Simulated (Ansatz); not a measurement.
# MgF2 (Sellaite) in Ansatz: the effect of functional

Crystal: MgF2 (Sellaite).

```
Mg F
1.0
     4.62500    0.00000    0.00000
     0.00000    4.62500    0.00000
     0.00000    0.00000    3.05200
Mg F
2 4
Cartesian
  2.3125 2.3125 1.5260
  0.0000 0.0000 0.0000
  3.7139 0.9111 1.5260
  3.2236 3.2236 0.0000
  0.9111 3.7139 1.5260
  1.4014 1.4014 0.0000
```

Alike in all runs:

- Program: Ansatz 0.2.0
- Task: band structure
- Potentials or basis: Ansatz PAW
- Cutoff: 420 eV (not typed: the program's choice for these potentials)
- k mesh: 6 × 6 × 9
- Occupations: fermi-dirac, width 0.05 eV
- Spin: no spin polarisation

One run gave: gap on the mesh 7.44 eV; pressure 9.2 GPa; largest force 0.06 eV/Å. Which functional did it use?
A. BLYP
B. RPBE
C. revPBE

B.

```tsv
functional	gap on the mesh (eV)	pressure (GPa)	largest force (eV/Å)
RPBE	7.44	9.2	0.06
revPBE	7.38	8.2	0.05
BLYP	7.25	5.7	0.04
```

Caveats: the PAW data sets come from PBE, with cores solved anew for the run's functional, which leaves a small shift of forces and pressure.

Runs at the PBE level aren't shown here.
